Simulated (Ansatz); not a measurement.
Independent-particle absorption of AgI (P6_3mc, a = 4.686 Å, b = 4.686 Å, c = 7.664 Å, α = 90.00°, β = 90.00°, γ = 120.00°), no local fields or excitons, 0.1 eV broadening. Method: Ansatz, DFT PBE, scalar-relativistic, plane waves, PAW.

Settings: cutoff 420 eV, Γ-centred mesh 6×6×4 on the computed 4-atom cell, Gaussian smearing of 0.02 eV; no spin polarisation. The spectrum is summed on a 9×9×6 mesh.

```xyz
4
Lattice="4.6859 0.0000 0.0000 -2.3429 4.0581 0.0000 0.0000 0.0000 7.6645" Properties=species:S:1:pos:R:3 pbc="T T T"
Ag    2.3429    1.3527    4.8106
Ag    0.0000    2.7054    0.9784
I     2.3429    1.3527    0.0180
I     0.0000    2.7054    3.8502
```

(photon energy (eV), ε2,zz): (0.0, 0.00), (0.4, 0.00), (0.6, 0.00), (1.0, 0.00), (1.2, 0.00), (1.6, 0.79), (1.8, 1.04), (2.2, 1.27), (2.6, 1.45), (2.8, 1.55), (3.2, 1.88), (3.4, 2.15), (3.8, 3.51), (4.0, 5.79), (4.4, 5.33), (4.8, 4.83), (5.0, 3.47), (5.4, 2.06), (5.6, 4.18), (6.0, 9.64), (6.2, 8.12), (6.6, 6.21), (7.0, 8.87), (7.2, 8.68), (7.6, 4.42), (7.8, 3.67), (8.2, 2.42), (8.4, 2.35), (8.8, 3.41), (9.2, 2.60), (9.4, 1.73), (9.8, 1.80), (10.0, 1.93), (10.4, 1.27), (10.6, 1.17), (11.0, 1.12)

The strongest peak lies near 6.0 eV. ε∞ (xx, yy, zz) = 5.4, 5.4, 5.5.

Cost: 1 run of about 3.3 core-minutes, on Arm Neoverse V2 (shared hosts).